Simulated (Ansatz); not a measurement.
# Ga2STe bilayer (AB) in a perpendicular field, part 2 of 2

What dipole does a perpendicular field induce in the Ga2STe bilayer (AB), and does the gap follow? A positive field points along +c.

Ansatz 0.2.0; plane-wave DFT, PBE-D3(BJ), Ansatz PAW (the session's first sound run).

So far, gap along the path (eV): step 3 (atoms held, field 0, start network) 0.399; step 5 (field -0.1 V/Å) 0.473; step 6 (field 0.2 V/Å) 0.256; step 7 (field -0.2 V/Å) 0.546; step 8 (field 0.35 V/Å) 0.161.

## 11. Same geometry, cutoff 420 eV, functional LDA (run 2)

The same run in the opposite field.

Contents of input.yaml:

```yaml
crystal:
  lattice:
    - [3.8497248207, 0.0, 0.0]
    - [-1.9248624104, 3.3339594923, 0.0]
    - [0.0, 0.0, 30.7433601084]
  atoms:
    - { symbol: Te, position: [0.3333333333, 0.6666666667, 0.2927461399] }
    - { symbol: Ga, position: [0.0, 0.0, 0.3377873568] }
    - { symbol: Ga, position: [0.0, 0.0, 0.4172485337] }
    - { symbol: S, position: [0.3333333333, 0.6666666667, 0.4486812375] }
    - { symbol: Te, position: [0.6666666667, 0.3333333333, 0.5513425302] }
    - { symbol: Ga, position: [0.3333333333, 0.6666666667, 0.5963176634] }
    - { symbol: Ga, position: [0.3333333333, 0.6666666667, 0.6758315006] }
    - { symbol: S, position: [0.6666666667, 0.3333333333, 0.7072538601] }
kpoints:
  mp_grid: { grid: [6, 6, 1] }
hamiltonian:
  xc: lda
scf:
  occupations: { method: fermi_dirac, width: 0.02585 }
  convergence: { dr2_threshold: 1.0e-09 }
efield:
  axis: 3
  dipole_correction: true
  ramp_position: 0.9593
  ramp_width: 0.0706
  amplitude: -0.1
output:
  write_potential: true
  write_density: true
  volumetric_format: npy
```

Started as:

```
ansatz run input.yaml --threads 4 --pin off --max-ram 12288MiB --backend cpu --events-out ev --progress --plain --runs-dir out
```

The job ended after 4.2 s (4 threads of Intel Xeon Platinum 8488C (Sapphire Rapids), shared host; peak memory 0.87 GiB; 16 s of CPU time).

The dipole is -0.173 e·Å.

## 12. Response at this level

This step: plane-wave DFT, LDA, Ansatz PAW; response to a field along the normal, atoms held (Ansatz 0.2.0).

The two signs of the field give the slope at this level.

Numbers from this step:

- equivalent conductor thickness p/(ε₀AE): 13.99 Å

The induced dipole is that of a conductor 13.99 Å thick.

## 13. Same geometry, cutoff 420 eV, functional PBE

This step: plane-wave DFT, PBE, Ansatz PAW (Ansatz 0.2.0).

The geometry is kept and the functional is PBE; other changes against the main runs: SCF threshold 1.0e-10 → 1.0e-09 eV, k-mesh 12×12×1 → 6×6×1 and no dispersion term, which doesn't act on the electrons.

input.yaml, as its differences from that of step 11:

```diff
@@ -17,3 +17,3 @@
 hamiltonian:
-  xc: lda
+  xc: pbe
 scf:
@@ -26,3 +26,3 @@
   ramp_width: 0.0706
-  amplitude: -0.1
+  amplitude: 0.1
 output:
```

Elapsed: 4.5 s, on 4 threads; peak memory 0.9 GiB.

The dipole is 0.0198 e·Å.

## 14. Same geometry, cutoff 420 eV, functional PBE (run 2)

input.yaml, as its differences from that of step 13:

```diff
@@ -26,3 +26,3 @@
   ramp_width: 0.0706
-  amplitude: 0.1
+  amplitude: -0.1
 output:
```

Wall time 4.5 s (4 threads); peak memory 0.89 GiB.

The dipole is -0.177 e·Å.

## 15. Response at this level

This step: plane-wave DFT, PBE, Ansatz PAW; response to a field along the normal, atoms held (Ansatz 0.2.0).

The induced dipole is that of a conductor 13.85 Å thick.

## 16. Same geometry, cutoff 500 eV, functional r2SCAN

This step: plane-wave DFT, r2SCAN, Ansatz PAW (Ansatz 0.2.0).

The geometry is kept and the functional is r2SCAN; other changes against the main runs: SCF threshold 1.0e-10 → 1.0e-09 eV, cutoff 420 → 500, k-mesh 12×12×1 → 6×6×1 and no dispersion term, which doesn't act on the electrons.

input.yaml, as its differences from that of step 14:

```diff
@@ -17,3 +17,3 @@
 hamiltonian:
-  xc: pbe
+  xc: r2scan
 scf:
@@ -26,3 +26,3 @@
   ramp_width: 0.0706
-  amplitude: -0.1
+  amplitude: 0.1
 output:
```

Run time: 9.2 s. Hardware: 4 threads; peak memory 1.6 GiB; 36 s of CPU time.

The dipole is 0.0192 e·Å.

## 17. Same geometry, cutoff 500 eV, functional r2SCAN (run 2)

input.yaml, as its differences from that of step 16:

```diff
@@ -26,3 +26,3 @@
   ramp_width: 0.0706
-  amplitude: 0.1
+  amplitude: -0.1
 output:
```

It took 9.1 s on 4 threads; peak memory 1.6 GiB.

The dipole is -0.174 e·Å.

## 18. Response at this level

This step: plane-wave DFT, r2SCAN, Ansatz PAW; response to a field along the normal, atoms held (Ansatz 0.2.0).

The induced dipole is that of a conductor 13.60 Å thick.

## 19. Same geometry, cutoff 420 eV, functional HSE06

This step: plane-wave DFT, HSE06, Ansatz PAW (Ansatz 0.2.0).

The geometry is kept and the functional is HSE06; other changes against the main runs: SCF threshold 1.0e-10 → 1.0e-09 eV, k-mesh 12×12×1 → 6×6×1 and no dispersion term, which doesn't act on the electrons.

input.yaml, as its differences from that of step 17:

```diff
@@ -17,3 +17,3 @@
 hamiltonian:
-  xc: r2scan
+  xc: hse06
 scf:
@@ -26,3 +26,3 @@
   ramp_width: 0.0706
-  amplitude: -0.1
+  amplitude: 0.1
 output:
```

It took 63 s on 4 threads; peak memory 6.5 GiB.

The dipole is 0.0211 e·Å.

## 20. Same geometry, cutoff 420 eV, functional HSE06 (run 2)

input.yaml, as its differences from that of step 19:

```diff
@@ -26,3 +26,3 @@
   ramp_width: 0.0706
-  amplitude: 0.1
+  amplitude: -0.1
 output:
```

It took 62 s on 4 threads; peak memory 6.5 GiB.

The dipole is -0.170 e·Å.

## 21. Comparing the runs

Times are for 4 threads of Intel Xeon Platinum 8488C (Sapphire Rapids), shared host. The runs compared:

| no. | functional | field | dipole along the normal (e·Å) | time | memory (GiB) |
| --- | --- | --- | --- | --- | --- |
| 1 | lda | 0.1 V/Å | 0.02531 | 4.3 s | 0.89 |
| 2 | lda | -0.1 V/Å | -0.1732 | 4.2 s | 0.87 |
| 3 | pbe | 0.1 V/Å | 0.01979 | 4.5 s | 0.90 |
| 4 | pbe | -0.1 V/Å | -0.1767 | 4.5 s | 0.89 |
| 5 | r2scan | 0.1 V/Å | 0.01921 | 9.2 s | 1.6 |
| 6 | r2scan | -0.1 V/Å | -0.1737 | 9.1 s | 1.6 |
| 7 | hse06 | 0.1 V/Å | 0.02106 | 63 s | 6.5 |
| 8 | hse06 | -0.1 V/Å | -0.1704 | 62 s | 6.5 |

## 22. Response at this level

This step: plane-wave DFT, HSE06, Ansatz PAW; response to a field along the normal, atoms held (Ansatz 0.2.0).

The induced dipole is that of a conductor 13.50 Å thick.

## 23. Varying the input

This step: plane-wave DFT, PBE-D3(BJ), Ansatz PAW (Ansatz 0.2.0).

A run with a changed input: it repeats the earlier run at 0.1 V/Å with basis.ecutwfc to 18.4 Ry and kpoints.mp_grid.grid from [12, 12, 1] to [18, 18, 1].

input.yaml, as its differences from that of step 20:

```diff
@@ -15,8 +15,12 @@
 kpoints:
-  mp_grid: { grid: [6, 6, 1] }
+  mp_grid: { grid: [18, 18, 1] }
+  band_path:
+    path: [[0, 0, 0], [0.5, 0, 0], [0.33333333, 0.33333333, 0], [0, 0, 0]]
+    npoints: 16
 hamiltonian:
-  xc: hse06
+  xc: pbe
+  dispersion: d3bj
 scf:
   occupations: { method: fermi_dirac, width: 0.02585 }
-  convergence: { dr2_threshold: 1.0e-09 }
+  convergence: { dr2_threshold: 1.0e-10 }
 efield:
@@ -26,3 +30,3 @@
   ramp_width: 0.0706
-  amplitude: -0.1
+  amplitude: 0.1
 output:
@@ -31 +35,3 @@
   volumetric_format: npy
+basis:
+  ecutwfc: "18.4 Ry"
```

The job ended after 16 s (4 threads; peak memory 0.81 GiB).

| quantity | this run | earlier run | difference |
| --- | --- | --- | --- |
| dipole along the normal (e·Å) | 0.01917 | 0.02024 | -0.0011 |
| gap along the path (eV) | 0.3037 | 0.3267 | -0.023 |
| smallest direct gap along the path (eV) | 0.3037 | 0.3267 | -0.023 |

What moves beyond 0.01 in its unit (for the dipole 0.5 % and 5e-5 e·Å): dipole along the normal (-0.00107 e·Å), gap along the path (-0.023 eV) and smallest direct gap along the path (-0.023 eV).

With this change the program also warns of density in the ramp of the sawtooth; these numbers are not the system's.

## 24. Varying the input

An input spoilt on purpose, to show how the run answers: it repeats the earlier run at 0.1 V/Å with efield.ramp_position from 0.9593 to 0.475, and scf.max_iter set to 100.

input.yaml, as its differences from that of step 23:

```diff
@@ -15,3 +15,3 @@
 kpoints:
-  mp_grid: { grid: [18, 18, 1] }
+  mp_grid: { grid: [12, 12, 1] }
   band_path:
@@ -25,2 +25,3 @@
   convergence: { dr2_threshold: 1.0e-10 }
+  max_iter: 100
 efield:
@@ -28,3 +29,3 @@
   dipole_correction: true
-  ramp_position: 0.9593
+  ramp_position: 0.475
   ramp_width: 0.0706
@@ -35,3 +36 @@
   volumetric_format: npy
-basis:
-  ecutwfc: "18.4 Ry"
```

Wall time 0.33 s (4 threads); peak memory 0.61 GiB.

The input was rejected at the start.

The program's message: “Error: efield: ion 4 (Te) at fractional coordinate 0.5513 along the field axis lies inside the sawtooth ramp with 2 of the planes that the density is read on at each end, [0.4657, 0.5549] — the ramp m …”

The fault put into the input: the ramp among the atoms.

## 25. What came out

```yaml
gap_without_field: 0.399 eV
ionisation_energy_upper_face: 5.39 eV
electron_affinity_upper_face: 4.99 eV
step_between_the_vacuum_levels: 1.10 eV
equivalent_conductor_thickness_atoms_held: 13.8 Å
equivalent_conductor_thickness_lda: 14.0 Å
equivalent_conductor_thickness_pbe: 13.9 Å
equivalent_conductor_thickness_r2scan: 13.6 Å
equivalent_conductor_thickness_hse06: 13.5 Å
```

The induced dipole equals that of a perfect conductor 13.83 Å thick, while the outer atoms lie 12.74 Å apart; an out-of-plane ε follows only once a thickness t is chosen, by 1 − 1/ε = 13.83 Å / t. The two faces differ: the vacuum level above lies 1.10 eV higher than the one below. The gap goes from 0.40 eV to 0.16 eV at 0.35 V/Å. Across the functionals the thickness runs from 13.50 to 13.99 Å; those runs use a coarser k-mesh, so they are to be compared with each other. With the field reversed the gap is 0.55 eV at -0.2 V/Å. Semilocal functionals give gaps that are too small, and excitons are not included. Spin-orbit coupling is left out, which matters for the bands of elements this heavy.

[Logs are printed without paths, hosts, clocks, repeated set-up lines and the standing remarks that a program may print on its own settings, such as how far it seeks lower states.]

[Hosts, paths, dates, database ids (printed as entryN), source tags and the programs' standing remarks are cut or masked in the printed files.]

[Maps of the electrostatic potential energy from Ansatz leave out the sawtooth potential of an applied field or a dipole correction, so their vacuum need not be flat; planar profiles and work functions include it.]
